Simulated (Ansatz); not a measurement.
# CuO: the cost of one run

Method: DFT PBEsol, scalar-relativistic, plane waves, PAW, in Ansatz 0.2.0.

1 further run of the same task is left out (set aside as unsound or not needed).

## Step 1: The system as given

Symmetry: Cccm, No. 66, orthorhombic system. Conventional cell: a = 4.085 Å, b = 4.101 Å, c = 5.092 Å, α = 90.00°, β = 90.00°, γ = 90.00°. Cu (site symmetry 2/m) is surrounded by 4 O at 1.93 Å. O (site symmetry 222) is surrounded by 4 Cu at 1.93 Å.

Coordinates:

```cif
data_structure
_symmetry_space_group_name_H-M 'P 1'
_symmetry_Int_Tables_number 1
_cell_length_a 2.8941
_cell_length_b 2.8941
_cell_length_c 5.0923
_cell_angle_alpha 90.000
_cell_angle_beta 90.000
_cell_angle_gamma 90.219
_cell_volume 42.65
loop_
_atom_site_label
_atom_site_type_symbol
_atom_site_fract_x
_atom_site_fract_y
_atom_site_fract_z
_atom_site_occupancy
Cu1 Cu 0.00000 0.50000 0.00000 1
Cu2 Cu 0.50000 0.00000 0.50000 1
O1 O 0.50000 0.50000 0.25000 1
O2 O 0.50000 0.50000 0.75000 1
```

It goes back to an entry of the Materials Project, which need not be the stable form.

This cell was relaxed beforehand with the same method: volume 10.66 Å³/atom, gap on the mesh none (metal).

## Step 2: Static run: bands, density of states and charges

input.yaml

```yaml
crystal:
  lattice:
    - [2.042533083, -2.0503581765, 0.0]
    - [2.042533083, 2.0503581765, 0.0]
    - [0.0, 0.0, 5.0922648273]
  atoms:
    - { symbol: Cu, position: [0.0, 0.5, 0.0] }
    - { symbol: Cu, position: [0.5, 0.0, 0.5] }
    - { symbol: O, position: [0.5, 0.5, 0.25] }
    - { symbol: O, position: [0.5, 0.5, 0.75] }
basis:
  ecutwfc: 420
kpoints:
  mp_grid: { grid: [14, 14, 8] }
  band_path:
    path:
      - [[0.0, 0.0, 0.0], [-0.5, 0.5, 0.0], [-0.49809542, 0.50190458, 0.0]]
      - [[0.49809542, 0.49809542, 0.0], [0.0, 0.0, 0.0], [0.0, 0.0, 0.5], [0.49809542, 0.49809542, 0.5]]
      - [[-0.49809542, 0.50190458, 0.5], [-0.5, 0.5, 0.5], [-0.5, 0.5, 0.0]]
      - [[0.0, 0.0, 0.0], [0.0, 0.5, 0.0], [0.0, 0.5, 0.5], [0.0, 0.0, 0.5], [-0.5, 0.5, 0.5]]
    npoints: 14
hamiltonian:
  xc: pbesol
scf:
  occupations: { method: gaussian, width: 0.1 }
  n_extra_bands: 10
output:
  forces: true
  stress: true
  eigenvalues: true
  populations: true
  dos: { projected: true, de: 0.02, nscf_kmesh: { grid: [21, 21, 12] } }
  bader: true
  write_density: true
  write_potential: true
  elf: true
  volumetric_format: npy
```

Launch:

```
$ ansatz run input.yaml --threads 1 --pin off --max-ram 2560MiB --backend cpu --events-out ev --progress --plain --runs-dir out
```

**Question.** How long does this run take on 1 thread of AMD EPYC (Zen 3), shared host, and how much memory does it need?

About 3.5 min, with a peak of 0.91 GiB.
